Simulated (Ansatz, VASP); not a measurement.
## CdTe in two plane-wave programs

Aim: how closely do two programs agree when they are given the same cell, functional and k mesh? The cell is a member of a volume series, scaled by 1.015 from a relaxed one, so a pressure remains. Other levels of theory on this material are compared in a session of their own.

Program: Ansatz 0.2.0. Level of theory: plane waves, with VASP 6.6.1 beside it; single point at PBEsol with D3(BJ). Results are calculated unless marked as measured.

## (1) Set-up

Symmetry: F-43m, No. 216, cubic system. The conventional cell has a = 6.448 Å, b = 6.448 Å, c = 6.448 Å, α = 90.00°, β = 90.00°, γ = 90.00°. Nearest to Te lie 4 Cd at 2.79 Å. Cd has 4 Te at 2.79 Å nearest. Farther neighbours and most contacts between anions are not listed.

Structure file:

```xyz
2
Lattice="0.0000 3.2238 3.2238 3.2238 0.0000 3.2238 3.2238 3.2238 0.0000" Properties=species:S:1:pos:R:3 pbc="T T T"
Te    4.8357    4.8357    4.8357
Cd    0.0000    0.0000    0.0000
```

## (2) VASP: single point, PBEsol with D3(BJ), volume scaled by 1.015

A single point gives forces, pressure and levels at one fixed geometry, so differences don't come from the geometry; what else differs is listed under the comparison.

Lines of VASP's logs that name or quote its potential files are left out, and so is its time.

The input asks for a relaxation, which ended at its first step since no free force or stress exceeded the threshold; so it serves as a single point.

File INCAR:

```
SYSTEM = CdTe
PREC = Accurate
ENCUT = 450
EDIFF = 1E-06
NELM = 100
ISMEAR = 0
SIGMA = 0.03
LREAL = .FALSE.
ALGO = Normal
GGA = PS
IVDW = 12
NBANDS = 15
LORBIT = 11
LWAVE = .FALSE.
LCHARG = .FALSE.
KPAR = 2
IBRION = 2
NSW = 30
ISIF = 4
EDIFFG = -0.01
```

File POSCAR:

```
CdTe
1.0
    0.0000000000      3.2238256261      3.2238256261
    3.2238256261      0.0000000000      3.2238256261
    3.2238256261      3.2238256261      0.0000000000
Te Cd
1 1
Direct
    0.7500000000      0.7500000000      0.7500000000
    0.0000000000      0.0000000000      0.0000000000
```

File KPOINTS:

```
Automatic mesh
0
Gamma
6 6 6
0 0 0
```

The projector-augmented-wave data sets are Te and Cd (PBE family, release 64).

On the command line:

```sh
$ mpirun -np 2 vasp_std
```

Numbers of over 12 decimals in the logs are rounded to 6 here.

Output:

```text
[banner, memory and clock lines left out]
running    2 mpi-ranks, on    1 nodes
 distrk:  each k-point on    1 cores,    2 groups
 distr:  one band on    1 cores,    1 groups

 POSCAR found type information on POSCAR TeCd
 POSCAR found :  2 types and       2 ions
|                                                                             |
|               ----> ADVICE to this user running VASP <----                  |
|                                                                             |
|     You enforced a specific xc type in the INCAR file but a different       |
|     [... a line on the potential file left out ...]
|     I HOPE YOU KNOW WHAT YOU ARE DOING!                                     |
|                                                                             |

 LDA part: xc-table for (Slater+PW92), standard interpolation
 POSCAR, INCAR and KPOINTS ok, starting setup
 FFT: planning ... GRIDC
 FFT: planning ... GRID_SOFT
 FFT: planning ... GRID
 WAVECAR not read
 entering main loop
       N       E                     dE             d eps       ncg     rms          rms(c)
DAV:   1     0.896347651128E+02    0.89635E+02   -0.77739E+03   488   0.927E+02
DAV:   2    -0.244626484095E+01   -0.92081E+02   -0.88277E+02   571   0.234E+02
DAV:   3    -0.570462770255E+01   -0.32584E+01   -0.32523E+01   557   0.456E+01
DAV:   4    -0.573561567933E+01   -0.30988E-01   -0.30986E-01   748   0.390E+00
DAV:   5    -0.573567856580E+01   -0.62886E-04   -0.62886E-04   606   0.165E-01    0.563E+00
DAV:   6    -0.549686985630E+01    0.23881E+00   -0.46039E-01   550   0.898E+00    0.467E+00
DAV:   7    -0.547865536309E+01    0.18214E-01   -0.10774E-01   550   0.227E+00    0.187E+00
DAV:   8    -0.547774166005E+01    0.91370E-03   -0.10397E-02   543   0.124E+00    0.522E-01
DAV:   9    -0.547771470547E+01    0.26955E-04   -0.76533E-04   571   0.310E-01    0.123E-01
DAV:  10    -0.547774394253E+01   -0.29237E-04   -0.10875E-04   578   0.101E-01    0.563E-02
DAV:  11    -0.547776787091E+01   -0.23928E-04   -0.48513E-05   523   0.435E-02    0.384E-02
DAV:  12    -0.547776570033E+01    0.21706E-05   -0.43248E-06   550   0.152E-02    0.199E-02
DAV:  13    -0.547776556670E+01    0.13363E-06   -0.47013E-07   366   0.379E-03
   1 F= -.61590487E+01 E0= -.61590487E+01  d E =-.615905E+01
 curvature:   0.00 expect dE= 0.000E+00 dE for cont linesearch  0.000E+00
 trial: gam= 0.00000 g(F)=  0.102E-44 g(S)=  0.409E-33 ort = 0.000E+00 (trialstep = 0.100E+01)
 search vector abs. value=  0.100E-09
 reached required accuracy - stopping structural energy minimisation
```

From OUTCAR (step 2):

```text
ion  position               nearest neighbor table
   1  0.750  0.750  0.750-   2 2.79   2 2.79   2 2.79   2 2.79
   2  0.000  0.000  0.000-   1 2.79   1 2.79   1 2.79   1 2.79

  LATTYP: Found a face centered cubic cell.
 ALAT       =     6.4476512522

 Subroutine GETGRP returns: Found 24 space group operations
 (whereof 24 operations were pure point group operations)

The static configuration has the point symmetry T_d .

 Found     16 irreducible k-points:

   k-points           NKPTS =     16   k-points in BZ     NKDIM =     16   number of bands    NBANDS=     15

   dimension x,y,z NGX =    32 NGY =   32 NGZ =   32
   dimension x,y,z NGXF=    64 NGYF=   64 NGZF=   64

   ENCUT  =  450.0 eV  33.07 Ry    5.75 a.u.   7.89  7.89  7.89*2*pi/ulx,y,z

   NELECT =      18.0000    total number of electrons

 k-points in reciprocal lattice and weights: Automatic mesh
   0.00000000  0.00000000  0.00000000       0.005
   0.16666667  0.00000000  0.00000000       0.037
   0.33333333  0.00000000  0.00000000       0.037
   0.50000000  0.00000000  0.00000000       0.019
   0.16666667  0.16666667  0.00000000       0.028
   0.33333333  0.16666667  0.00000000       0.111
   0.50000000  0.16666667  0.00000000       0.111
  -0.33333333  0.16666667  0.00000000       0.111
  -0.16666667  0.16666667  0.00000000       0.056
[...]
-0.33333333  0.33333333  0.16666667       0.111
  -0.33333333  0.50000000  0.16666667       0.056

 average (electrostatic) potential at core
       1 -91.1410       2 -38.8688

 E-fermi :   2.5166

 k-point     1 :       0.0000    0.0000    0.0000
  band No.  band energies     occupation
    ...
      5      -5.6827      2.00000
      6      -5.6827      2.00000
      7       2.3569      2.00000
      8       2.3569      2.00000
      9       2.3569      2.00000
     10       3.0627      0.00000
     11       6.8882      0.00000
     12       6.8882      0.00000
     13       6.8882      0.00000
     14       9.6739      0.00000
    ...

 k-point     2 :       0.1667    0.0000    0.0000
  band No.  band energies     occupation
    ...
      5      -5.6839      2.00000
      6      -5.6839      2.00000
      7       0.5609      2.00000
      8       2.1178      2.00000
      9       2.1178      2.00000
     10       4.1724      0.00000
     11       7.0069      0.00000
     12       7.2361      0.00000
     13       7.2361      0.00000
     14      10.6725      0.00000
    ...

 k-point     3 :       0.3333    0.0000    0.0000
  band No.  band energies     occupation
    ...
      5      -5.6798      2.00000
      6      -5.5888      2.00000
      7      -1.3328      2.00000
      8       1.7209      2.00000
      9       1.7209      2.00000
     10       4.2162      0.00000
     11       7.5191      0.00000
     12       7.5191      0.00000
     13       8.5592      0.00000
     14      10.2828      0.00000
    ...

 Edisp (eV)   -0.68128

  Total      -0.28784    -0.28784    -0.28784    -0.00000     0.00000    -0.00000
  in kB      -6.88214    -6.88214    -6.88214    -0.00000     0.00000    -0.00000
  external pressure =       -6.88 kB  Pullay stress =        0.00 kB

  energy-cutoff  :      450.00
  volume of cell :       67.01
      direct lattice vectors                 reciprocal lattice vectors
     0.000000000  3.223825626  3.223825626    -0.155095237  0.155095237  0.155095237
     3.223825626  0.000000000  3.223825626     0.155095237 -0.155095237  0.155095237
     3.223825626  3.223825626  0.000000000     0.155095237  0.155095237 -0.155095237

 POSITION                                       TOTAL-FORCE (eV/Angst)
 -----------------------------------------------------------------------------------
      4.83574      4.83574      4.83574         0.000000      0.000000      0.000000
      0.00000      0.00000      0.00000        -0.000000     -0.000000     -0.000000
 -----------------------------------------------------------------------------------
    total drift:                                0.000001      0.000001      0.000001

  FREE ENERGIE OF THE ION-ELECTRON SYSTEM (eV)
  ---------------------------------------------------
  free  energy   TOTEN  =        -6.1590487047 eV

  energy  without entropy=       -6.1590487047  energy(sigma->0) =       -6.15904870

 reached required accuracy - stopping structural energy minimisation

 total charge
# of ion       s       p       d       tot
------------------------------------------
    1        1.351   2.056   0.022   3.429
    2        0.475   0.329   9.527  10.331
--------------------------------------------------
tot          1.826   2.385   9.549  13.760

[... 3 further parts left out ...]
```

CONTCAR:

```
CdTe
   1.00000000000000
     0.0000000000000000    3.2238256261000000    3.2238256261000000
     3.2238256261000000    0.0000000000000000    3.2238256261000000
     3.2238256261000000    3.2238256261000000    0.0000000000000000
  Te              Cd
     1     1
Direct
     0.7500000000000000    0.7500000000000000    0.7500000000000000
     0.0000000000000000    0.0000000000000000    0.0000000000000000
```

## (3) Ansatz: single point, PBEsol with D3(BJ), volume scaled by 1.015

Ansatz runs on its default PAW (the set named soft_2) files.

The same cell, functional, mesh and smearing now go to Ansatz, which takes its cutoff from its data sets.

File input.yaml:

```yaml
crystal:
  lattice:
    - [0.0, 3.22382563, 3.22382563]
    - [3.22382563, 0.0, 3.22382563]
    - [3.22382563, 3.22382563, 0.0]
  atoms:
    - { symbol: Te, position: [0.75, 0.75, 0.75] }
    - { symbol: Cd, position: [0.0, 0.0, 0.0] }
hamiltonian:
  xc: pbesol
  pseudopotentials: { kind: paw }
  dispersion: d3bj
kpoints:
  mp_grid: { grid: [6, 6, 6] }
scf:
  occupations: { method: gaussian, width: 0.03 }
  n_extra_bands: 4
output:
  forces: true
  stress: true
  eigenvalues: true
```

On the command line:

```sh
$ ansatz run input.yaml --threads 2 --pin off --max-ram 4608MiB --backend cpu --events-out ev --progress --plain --runs-dir out
```

Output:

```text
scf.n_extra_bands = 4 over 18 filled bands (N_el = 36.0): the run solves 22 bands
Engine: ansatz 0.2.0, x86_64-unknown-linux-gnu
Pseudopotentials: kind: paw
Pseudopotential: Te, paw, valence charge 16, recommended cutoff 420 eV (normal), Te.paw.azcp
Pseudopotential: Cd, paw, valence charge 20, recommended cutoff 420 eV (normal), Cd.paw.azcp
Functional definition: PBEsol
  exchange = pbesol_x
  correlation = pbesol_c
Crystal: 2 atoms, lattice volume = 67.011 Å³
Basis set: ecut = 420 eV, 1363 PW (Γ), exchange–correlation on 64×64×64 points (8 copies of the dense FFT grid, shifted against one another)
Bands: 22, of which v1, the nominal top of the filled ones, is band 18 counted from 1 (17 counted from 0)
Symmetry: 24 space group operations
Space group: F-43m (ITA 216), of the structure as read, at distance tolerance 4.1e-5 Å
k-points: 16 of 216 (time reversal used)
Non-local potential: Te, projectors of the file, l = 0: 2, l = 1: 2, l = 2: 2, l = 3: 2
Non-local potential: Cd, projectors of the file, l = 0: 3, l = 1: 2, l = 2: 2, l = 3: 1
PAW form: soft (Blöchl's): semilocal exchange-correlation on the pseudo side does not see the compensation charge
PAW frozen core: Te, regenerated for the run's functional, and the local potential with it (the file was generated under x = pbe(κ = 0.804, μ = 0.219515), c = pbe(β = 0.066725))
PAW frozen core: Cd, regenerated for the run's functional, and the local potential with it (the file was generated under x = pbe(κ = 0.804, μ = 0.219515), c = pbe(β = 0.066725))
PAW one-centre angular grid: Te, 590 points (default); XC on 64 Gauss nodes
PAW one-centre angular grid: Cd, 590 points (default); XC on 64 Gauss nodes
Initial density: superposition of atomic densities (neutral atoms: chi_scale 0, normalization atom), corrected by the library's trained network
Initial wavefunctions: pseudopotential atomic-orbital guess
Functional: x = pbesol(κ = 0.804, μ = 0.123457), c = pbesol(β = 0.046)
SCF iter   1: F=—  HF=-15087.018998 eV  |F-HF|=—  |Δ(HF+E_count)|=         —  Δρ=3.80e-3  dr2=1.23e-2  ethr=1.77e-3  ⟨swp⟩=6.3  Hψ=1683  notcnv=0
preconditioner: auto → none  [insulator: Δε(μ)=0.677 eV  Ē_g=11.356 eV  σ=0.030 eV  W_gap=1.00  n_scr=14 (ndim 8)  ℏωp=19.2 eV  f_vac=0.186  D(μ)=0.00/eV (n_scr^D=0)  ε∞_Penn≈3.9]
SCF iter   2: F=—  HF=-15087.015043 eV  |F-HF|=—  |Δ(HF+E_count)|=   3.96e-3  Δρ=8.97e-4  dr2=2.98e-4  ethr=3.41e-5  ⟨swp⟩=2.6  Hψ=761  notcnv=0
SCF iter   3: F=—  HF=-15087.015214 eV  |F-HF|=—  |Δ(HF+E_count)|=   1.71e-4  Δρ=4.22e-4  dr2=7.58e-5  ethr=8.27e-7  ⟨swp⟩=2.0  Hψ=463  notcnv=0
SCF iter   4: F=—  HF=-15087.015280 eV  |F-HF|=—  |Δ(HF+E_count)|=   6.58e-5  Δρ=1.96e-4  dr2=2.71e-5  ethr=2.11e-7  ⟨swp⟩=2.9  Hψ=615  notcnv=0
SCF iter   5: F=—  HF=-15087.015274 eV  |F-HF|=—  |Δ(HF+E_count)|=   6.58e-6  Δρ=2.26e-5  dr2=2.05e-7  ethr=7.54e-8  ⟨swp⟩=2.0  Hψ=481  notcnv=0
SCF iter   6: F=-15087.015274 eV  HF=-15087.015274 eV  |F-HF|=2.09e-8  |Δ(HF+E_count)|=   2.56e-7  Δρ=6.93e-6  dr2=1.85e-8  ethr=2.78e-10  ⟨swp⟩=6.9  Hψ=1589  notcnv=0
SCF 1 converged in 6 iterations: F = -15087.015274 eV  dr2 = 1.85e-8
  greatest PAW one-centre occupation: 1.000 electrons in one spin orbital (limit 2), on the Cd atom at site 1 (counted from 0), in its partial waves of l = 0
SCF converged after 6 iterations
Free energy (F): -15087.015274 eV
Harris-Foulkes:  -15087.015274 eV  (|F-HF|=2.09e-8)
Internal energy: -15087.015274 eV  (E = F + TS)
E sigma→0 (E₀):  -15087.015274 eV
Fermi energy:    7.897442 eV
--- Per-component energies (eV) ---
  E_band       = -787.098015
  E_kinetic    = 686.153765
  E_local      = -5388.884926  (includes V_loc(G=0)·N_el)
  E_nonlocal   = -271.205968
  E_hartree    = 2716.249305
  E_xc         = -298.839428
  E_vxc        = -325.259096  (∫ρ·V_xc dr)
  E_paw        = -8598.871708  (= ΣΔE_a)
  E_vpaw       = -920.403287  (= ΣTr[D̂ρ^β])
  E_aug_tail   = -0.000167  (compensation charges beyond the density's cutoff)
  E_ewald      = -3931.651443
  E_disp       = -0.681480  (pairwise vdW)
  E_core_change = 0.716775  (= ΣΔE_core)
  E_smearing   = -0.000000  (= −TS)
  E_closure    = -0.000000  (closes the sum)
  Σ components = -15087.015274   (vs F -15087.015274, Δ=0.00e0)
--- Forces (eV/Å), atoms counted from 1 ---
  atom   1  Te     0.00000000    -0.00000000     0.00000000
  atom   2  Cd    -0.00000000     0.00000000    -0.00000000
  max |Σ_I F_I| component: 1.48e-16 eV/Å
--- Stress (GPa, compression-positive) ---
       -0.780172      -0.000000      -0.000000
       -0.000000      -0.780172       0.000000
       -0.000000       0.000000      -0.780172
  P = ⅓ Tr σ = -0.7802 GPa (-7.802 kbar)
--- Band table (eV; the first three rows and the last of 16) ---
  k-point 0: bands = [... 14 lower, -0.4848, 7.5451, 7.5451, 7.5451, 8.2484, 12.0991, 12.0991, 12.0991]
  k-point 1: bands = [... 14 lower, -0.4861, 5.7549, 7.3073, 7.3073, 9.3595, 12.2007, 12.4465, 12.4465]
  k-point 2: bands = [... 14 lower, -0.3919, 3.8656, 6.9118, 6.9118, 9.4097, 12.7318, 12.7318, 13.7334]
  k-point 15: bands = [... 14 lower, 0.0805, 3.2174, 5.2495, 5.3354, 11.2261, 11.2369, 14.1899, 14.4732]
```

Elapsed: 1.1 s, on 2 threads of Intel Xeon 6975P-C (Granite Rapids), shared host; peak memory 0.37 GiB.

The run ends at a pressure of -0.78 GPa.

## (4) Differences

Known differences besides the potentials themselves: the data sets hold 36 valence electrons in Ansatz (default PAW (the set named soft_2) files) and 18 in VASP; the cutoff is 420 eV in Ansatz and 450 eV in VASP; Ansatz makes its cores anew for this functional, VASP keeps those of its PBE data sets; VASP leaves aspherical gradient terms in its spheres out (LASPH is not set), Ansatz keeps them. Total energies have different zeros and are not compared.

Compared:

```csv
quantity,Ansatz,VASP,difference
pressure (GPa),-0.78,-0.69,-0.09
gap on the k mesh (eV),0.703,0.706,-0.002
```

A gap on the mesh is an upper bound, since the band edges may lie between its points. Ansatz's pressure holds a Pulay correction of 0.03 GPa; VASP's holds none.

## (5) Results

| Property | Result |
| --- | --- |
| difference in gap on the k mesh (single point, PBEsol with D3(BJ), volume scaled by 1.015) | -0.0025 eV |

The difference in gap on the k mesh is -0.0025 eV (single point, PBEsol with D3(BJ), volume scaled by 1.015), within the 0.08 eV picked in this series as the mark of a large difference. 4 further runs of this series are not shown here. Such differences can come from data sets, numerical settings and the points named under the comparisons, not from the functional's error against experiment.

[Lines on the potential files, build, host, timing and source positions are cut from VASP's logs without a mark.]

[Logs are printed without paths, hosts, clocks, repeated set-up lines and the standing remarks that a program may print on its own settings, such as how far it seeks lower states.]

[Hosts, paths, dates, database ids (printed as entryN), source tags and the programs' standing remarks are cut or masked in the printed files.]
